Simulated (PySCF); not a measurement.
**Dipole moment and polarisability of ethylene glycol**

Ethylene glycol, C2H6O2.
Geometry (PBE0-D3(BJ)/def2-TZVP, Å), atoms numbered from 1 in this order:
```
atom  x, y, z in Å
O1     1.2995   -0.6195    0.3400
C2     0.5414    0.4871   -0.1201
C3    -0.8402   -0.0320   -0.4267
O4    -1.4592   -0.5623    0.7194
H5     2.1049   -0.3006    0.7511
H6     0.4737    1.2626    0.6530
H7     0.9860    0.9261   -1.0234
H8    -1.4693    0.7846   -0.7888
H9    -0.7701   -0.7857   -1.2240
H10   -0.8273   -1.1774    1.1060
```

Level: CAM-B3LYP/aug-cc-pVTZ (PySCF), static field, nuclei fixed, core orbitals frozen in the response. The polarisability tensor in these axes (au):

```
x   39.56  0.38  0.74
y    0.38 36.34 -1.73
z    0.74 -1.73 36.97
```

Give the principal values, the mean and the anisotropy Δα = √{½[(α1 − α2)² + (α2 − α3)² + (α1 − α3)²]}.

Principal values 34.78, 38.33 and 39.76 au; mean 37.62 au = 5.58 Å³ = 6.20 × 10⁻⁴⁰ C²·m²/J; Δα = 4.44 au (12 % of the mean).

What is the dipole moment, and where does it point?

(2.16, 1.25, -0.39) D, 2.52 D in size, pointing from the negative to the positive side. Measured along this direction, the outermost atoms are O4 at the negative end and H5 and H7 at the positive end.

Sum over states: ᾱ = Σ f/ω², ω in Eh. What share falls to these 10 lowest TDDFT singlets (eV, f)? 6.75, 0.0024; 6.90, 0.0110; 7.48, 0.0123; 7.59, 0.0120; 7.88, 0.0220; 7.92, 0.0479; 8.17, 0.0211; 8.32, 0.0132; 8.45, 0.0061; 8.55, 0.0103.

They add up to 1.90 au, 5.0 % of the 37.62 au; the largest single term is 0.57 au, from the state at 7.92 eV. Terms in order: 0.04, 0.17, 0.16, 0.15, 0.26, 0.57, 0.23, 0.14, 0.06, 0.10 au. Higher excitations give the rest. The strengths listed sum to 0.158.

Molar refractivity from α?

Lorentz–Lorenz: R = (4π/3)N_A α = 2.5225 cm³/(mol·Å³) × 5.58 Å³ = 14.1 cm³/mol, in the limit of long wavelengths.

How large is μ²/3kT at 350 K beside α?

In Gaussian units μ²/3kT = 43.95 Å³ against 5.58 Å³, a ratio of 7.88; the Debye molar polarisation (4π/3)N_A(α + μ²/3kT) is 124.9 cm³/mol, leaving out the vibrational part.

One conformer (not necessarily the lowest) at the PBE0-D3(BJ)/def2-TZVP geometry, without solvent, vibrations or thermal averaging.
